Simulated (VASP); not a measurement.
Runs of VASP 6.6.1 on BeS. All rows change the cell; the cell of one of them follows. The structure is trigonal, space group R-3m (No. 166). The conventional cell has a = 3.083 Å, b = 3.083 Å, c = 8.130 Å, α = 90.00°, β = 90.00°, γ = 120.00°. Around Be (site symmetry -3m) lie 6 S at 2.24 Å. S (site symmetry -3m) is surrounded by 6 Be at 2.24 Å. The cell was built by a generator and needn't be a form met in nature.

```tsv
level	cell	k mesh	smearing	exchange at q = 0	grid for exact exchange (PRECFOCK)	screening parameter	gap on the mesh (eV)	pressure (GPa)
HSE06	epitaxial_111 strain -5.9%	6 × 6 × 6	gaussian 0.01 eV	truncated	Normal	0.2079 1/A	(a)	12.9
HSE06	uniaxial_z strain -3.2%	6 × 6 × 6	gaussian 0.01 eV	truncated	Normal	0.2079 1/A	1.53	2.0
r2SCAN	uniaxial_z strain -3.2%	10 × 10 × 10	gaussian 0.01 eV	-	-	-	(b)	3.9
PBE	epitaxial_111 strain -5.9%	10 × 10 × 10	fermi-dirac 0.02 eV	-	-	-	(c)	14.1
```

Alike in all rows: task single point; potentials or basis VASP PAW PBE potentials, release 64 (Be, S); no spin polarisation; cutoff (eV) 520.

Question: Fill in the values left out.

Answer: (a) 1.39; (b) 1.11; (c) 0.59.

Caveats: the PAW data sets were made with another functional, which shifts forces and pressure a little (some runs).

A k mesh can miss the band edges.
